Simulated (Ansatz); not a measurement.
TaSi₂ (P6_422), work and stress of cleavage

The calculation used DFT PBEsol, scalar-relativistic, plane waves, PAW (Ansatz). Cutoff 420 eV, Γ-centred 9×9×3 k-points, Gaussian smearing of 0.15 eV. Spin–orbit coupling is left out, which can shift energies with elements as heavy as these. No spin polarisation. Energies are free energies at this smearing, counted from the undisturbed cell; pressure is positive in compression.

The undisturbed cell (relaxed at this level; it needn't be the usual structure):

```
Ta Si
1.0
    -4.76099    0.00000    0.00000
    -2.38050   -4.12314    0.00000
     0.00000    0.00000   13.11229
Ta Si
6 12
Direct
  0.50000 0.00000 0.25000
  0.50000 0.00000 0.75000
  0.00000 0.50000 0.08333
  0.00000 0.50000 0.58333
  0.50000 0.50000 0.91667
  0.50000 0.50000 0.41667
  0.15928 0.68143 0.25000
  0.15928 0.68143 0.75000
  0.31857 0.84072 0.08333
  0.31857 0.84072 0.58333
  0.15928 0.15928 0.91667
  0.15928 0.15928 0.41667
  0.84072 0.31857 0.25000
  0.84072 0.31857 0.75000
  0.68143 0.15928 0.08333
  0.68143 0.15928 0.58333
  0.84072 0.84072 0.91667
  0.84072 0.84072 0.41667
```

The cut lies on the cell's a–b face, a (0 0 1) plane (indices in the standard cell, whose axes needn't be the Cartesian ones shown) of area 19.63 Å², between layers 2.19 Å apart. Vector c is lengthened by d along the normal with the atoms' Cartesian places fixed: one unrelaxed cut a cell. The traction is positive where the two halves pull on each other.

```csv
d (Å),energy (J/m²),traction (GPa)
-0.30,1.17,-91.4
-0.15,0.25,-35.8
0.00,0.00,-0.1
0.25,0.44,30.3
0.50,1.34,39.3
0.75,2.32,38.3
1.00,3.22,32.6
1.50,4.45,17.1
2.00,5.02,6.9
3.00,5.34,1.2
4.50,5.41,0.1
6.00,5.41,0.0
```

Q: What are the work of separation and the cleavage stress, and do they fit the universal binding curve?

A: The energy levels off near W ≈ 5.41 J/m² (the traction is down to 0.0 GPa), the energy of the two unrelaxed faces, 2.70 J/m² each on average. The largest sampled traction is 39.3 GPa at d = 0.50 Å, and a parabola through it and its two neighbours peaks at σ_max ≈ 40.2 GPa, d ≈ 0.60 Å. The curve E = W[1 − (1 + d/ℓ)exp(−d/ℓ)] peaks in traction at d = ℓ with σ_max = W/(eℓ); with 1 J/m² per Å = 10 GPa this W and σ_max give ℓ = 0.50 Å. A parabola through that curve at the same three d peaks at 0.54 Å, against 0.60 Å here, a fair fit. Real crystals break at far lower stress, because cracks concentrate it, and on the plane of lowest W, which needn't be this one.

The cut is rigid; relaxing the faces lowers these energies and usually the stresses.

In a metal these slopes depend on the k mesh and the smearing.

Cost: 12 runs of about 16 core-minutes in all, on Intel Xeon Platinum 8559C (Emerald Rapids) (shared hosts).